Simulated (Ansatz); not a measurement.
# TiAl: a stretch of c alone

The task here is to estimate one member of a computed series from the others.

Program: Ansatz 0.2.0. Level of theory: DFT r2SCAN, scalar-relativistic, plane waves, PAW. These are calculated values, not measurements.

2 further runs of the same task are left out: 2 set aside as unsound or not needed.

### Starting point

It takes space group P4/mmm (No. 123, tetragonal). The conventional cell has a = 2.810 Å, b = 2.810 Å, c = 4.066 Å, α = 90.00°, β = 90.00°, γ = 90.00°. Around Ti (site symmetry 4/mmm) lie 4 Ti at 2.81 Å and 8 Al at 2.84 Å. Al (site symmetry 4/mmm) has 4 Al at 2.81 Å and 8 Ti at 2.84 Å as nearest neighbours.

As a file:

```
Ti Al
1.0
     2.80984    0.00000    0.00000
     0.00000    2.80984    0.00000
     0.00000    0.00000    4.06577
Ti Al
1 1
Direct
  0.50000 0.50000 0.50000
  0.00000 0.00000 0.00000
```

It goes back to an entry of the Materials Project, which need not be the stable form.

It is the result of an earlier relaxation at this level (volume 16.05 Å³/atom; gap on the mesh: none (metal)).

The unstrained cell was computed beforehand with the same settings: E(σ→0) = -3045.6856 eV for 2 atoms, gap none (metal).

The first run:

File input.yaml:

```yaml
crystal:
  lattice:
    - [2.8098424331, 0.0, 0.0]
    - [0.0, 2.8098424331, 0.0]
    - [0.0, 0.0, 4.0047807874]
  atoms:
    - { symbol: Ti, position: [0.5, 0.5, 0.5] }
    - { symbol: Al, position: [0.0, 0.0, 0.0] }
basis:
  ecutwfc: 500
kpoints:
  mp_grid: { grid: [18, 18, 14] }
hamiltonian:
  xc: r2scan
scf:
  occupations: { method: gaussian, width: 0.1 }
output:
  forces: true
  stress: true
  eigenvalues: true
  write_density: true
  write_potential: true
  elf: true
  volumetric_format: npy
```

Started as:

```
> ansatz run input.yaml --threads 1 --pin off --max-ram 2560MiB --backend cpu --events-out ev --progress --plain --runs-dir out
```

Steps of the session up to this table: Strain -1.5 %; Strain +1.5 %; The cell strained by -3.0 %; At +3.0 %; At -4.5 %; The cell strained by +4.5 %.

One table of the session follows, with a row left open; its other results are not shown here.

Lengths are those of the vectors of the cell that was run; stresses in GPa:

```
strain (%)  ΔE (meV/atom)  c (Å)
      -4.5           19.7  3.883
      -3.0              ?      ?
      -1.5            2.3  4.005
      +0.0            0.0  4.066
      +1.5            2.0  4.127
      +3.0            8.1  4.188
      +4.5           17.9  4.249
```

Estimate the missing values for strain (%) = -3.0.

Worked estimate for «ΔE (meV/atom)». A straight line through the neighbours (-4.5, 19.7) and (-1.5, 2.3) gives 19.7 + (2.3 − 19.7) × (-3.0 + 4.5) / (-1.5 + 4.5) = 11.0; a parabola fitted to 3 rows on both sides gives 8.9.

As computed: ΔE (meV/atom): 8.9; c (Å): 3.944. In «ΔE (meV/atom)» the line misses by +2.1 and the parabola by 0.0.

ΔE is over the unstrained cell. Stress in GPa, positive in compression, on the Cartesian axes of the input. 
